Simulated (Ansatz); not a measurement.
# K2S: relaxation

Where does the structure settle? Runs: cell and atoms relaxed (PAW); cell relaxed at -2 GPa (PAW); cell relaxed at 2 GPa (PAW); cell relaxed at 4 GPa (PAW); cell relaxed at 7 GPa (PAW); cell relaxed at 10 GPa (PAW); cell relaxed at 15 GPa (PAW).

Computed with Ansatz 0.2.0 (DFT PBEsol, frozen-core PAW, scalar-relativistic unless said, unless a step's input says otherwise).

7 further runs of the same task are left out: 7 set aside as unsound or not needed.

## Step 1: The system as given

The structure is cubic, space group Fm-3m (No. 225). Conventional cell: a = 7.391 Å, b = 7.391 Å, c = 7.391 Å, α = 90.00°, β = 90.00°, γ = 90.00°. K (site symmetry -43m) is surrounded by 4 S at 3.20 Å. S (site symmetry m-3m) is surrounded by 8 K at 3.20 Å.

Structure file:

```cif
data_structure
_symmetry_space_group_name_H-M 'P 1'
_symmetry_Int_Tables_number 1
_cell_length_a 5.2262
_cell_length_b 5.2262
_cell_length_c 5.2262
_cell_angle_alpha 60.000
_cell_angle_beta 60.000
_cell_angle_gamma 90.000
_cell_volume 100.94
loop_
_atom_site_label
_atom_site_type_symbol
_atom_site_fract_x
_atom_site_fract_y
_atom_site_fract_z
_atom_site_occupancy
K1 K 0.25000 0.75000 0.50000 1
K2 K 0.75000 0.25000 0.50000 1
S1 S 0.00000 0.00000 0.00000 1
```

Cartesian axes are those of the input's lattice vectors. The structure goes back to a database entry.

## Step 2: Cell and atoms relaxed, PAW

input.yaml reads:

```yaml
crystal:
  lattice:
    - [3.6955, 3.6955, 0.0]
    - [-3.6955, 3.6955, 0.0]
    - [0.0, 3.6955, 3.6955]
  atoms:
    - { symbol: K, position: [0.25, 0.75, 0.5] }
    - { symbol: K, position: [0.75, 0.25, 0.5] }
    - { symbol: S, position: [0.0, 0.0, 0.0] }
kpoints:
  mp_grid: { grid: [10, 10, 10] }
scf:
  occupations: { method: fermi_dirac, width: 0.1 }
hamiltonian:
  xc: pbesol
  pseudopotentials: { kind: paw }
relax:
  f_tol: 0.002
  max_steps: 80
  cell: {}
output:
  forces: true
  stress: true
```

Launch:

```bash
$ ansatz run input.yaml --threads 1 --pin off --max-ram 3072MiB --backend cpu --events-out ev --progress --plain --runs-dir out
```

## Step 3: Cell relaxed at -2 GPa, PAW

input.yaml reads:

```yaml
crystal:
  lattice:
    - [3.66791064118, 3.66791064118, 0.0]
    - [-3.66791064118, 3.66791064118, 0.0]
    - [0.0, 3.66791064118, 3.66791064118]
  atoms:
    - { symbol: K, position: [0.25, 0.75, 0.5] }
    - { symbol: K, position: [0.75, 0.25, 0.5] }
    - { symbol: S, position: [0.0, 0.0, 0.0] }
kpoints:
  mp_grid: { grid: [6, 6, 6] }
scf:
  occupations: { method: fixed }
hamiltonian:
  xc: pbesol
  pseudopotentials: { kind: paw }
relax:
  f_tol: 0.002
  max_steps: 80
  cell: { p_target: -2 }
output:
  forces: true
  stress: true
```

## Step 4: Cell relaxed at 2 GPa, PAW

input.yaml, as its differences from that of step 3:

```diff
@@ -19,3 +19,3 @@
   max_steps: 80
-  cell: { p_target: -2 }
+  cell: { p_target: 2 }
 output:
```

## Step 5: Cell relaxed at 4 GPa, PAW

input.yaml, as its differences from that of step 4:

```diff
@@ -19,3 +19,3 @@
   max_steps: 80
-  cell: { p_target: 2 }
+  cell: { p_target: 4 }
 output:
```

## Step 6: Cell relaxed at 7 GPa, PAW

input.yaml, as its differences from that of step 5:

```diff
@@ -19,3 +19,3 @@
   max_steps: 80
-  cell: { p_target: 4 }
+  cell: { p_target: 7 }
 output:
```

## Step 7: Cell relaxed at 10 GPa, PAW

input.yaml, as its differences from that of step 6:

```diff
@@ -19,3 +19,3 @@
   max_steps: 80
-  cell: { p_target: 7 }
+  cell: { p_target: 10 }
 output:
@@ -23 +23,5 @@
   stress: true
+  write_density: true
+  write_potential: true
+  elf: true
+  volumetric_format: npy
```

## Step 8: Cell relaxed at 15 GPa, PAW

input.yaml, as its differences from that of step 7:

```diff
@@ -19,3 +19,3 @@
   max_steps: 80
-  cell: { p_target: 10 }
+  cell: { p_target: 15 }
 output:
```

What does the calculation give? Wanted: cell; volume.

**Answer**, as computed:

| quantity | value |
| --- | --- |
| cell | a = 5.187 Å, b = 5.187 Å, c = 5.187 Å, α = 60.00°, β = 60.00°, γ = 90.00° |
| volume | 32.898 Å³/atom |

What this shows: The volume changes by -2.2 %. Cautions: frozen-core PAW files fitted under PBE, their cores solved anew for the functional of the run.
